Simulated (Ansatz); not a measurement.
## Ru: pressure against volume

Ru, P6_3/mmc, a = 2.720 Å, c = 4.297 Å. Ansatz: PBE, PAW, 420 eV, Γ-centred 18×18×10 mesh on 2 atoms, Gaussian smearing 0.10 eV; no spin polarisation. Shape and atoms are relaxed at each volume; pressure is positive in compression.

```tsv
V (Å³/atom)	P (GPa)
12.114	?
12.527	36.88
12.939	22.38
13.352	10.21
13.765	-0.01
14.178	-8.58
14.591	-15.75
15.142	-23.49
```

Q: Take V0 = 13.765 Å³/atom, count pressures from its P0 = -0.01 GPa, fit the third-order Birch–Murnaghan form to the other rows, and predict the missing pressure.

A: With the Eulerian strain f = ½[(V0/V)^(2/3) − 1] and y = (P − P0)/[3f(1 + 2f)^(5/2)], the form is the line y = B0 + 1.5 B0 (B0′ − 4) f. Rows (f, y): 0.03242, 324.2; 0.02106, 319.7; 0.01026, 315.6; -0.00976, 307.5; -0.01905, 303.5; -0.03079, 298.0. Means f = 0.0006900, y = 311.42; Σ(Δf)² = 0.003003, ΣΔfΔy = 1.234; the slope is their ratio. y = 311.1 + 410.9 f GPa, so B0 = 311.1 GPa and B0′ = 4 + 2 × (410.9)/(3 × 311.1) = 4.88. At V = 12.114, f = 0.04446, y = 329.37 and P = 54.35 GPa. The run gave 54.14 GPa, so the fit is 0.21 GPa too high, a small miss on the scale of the series.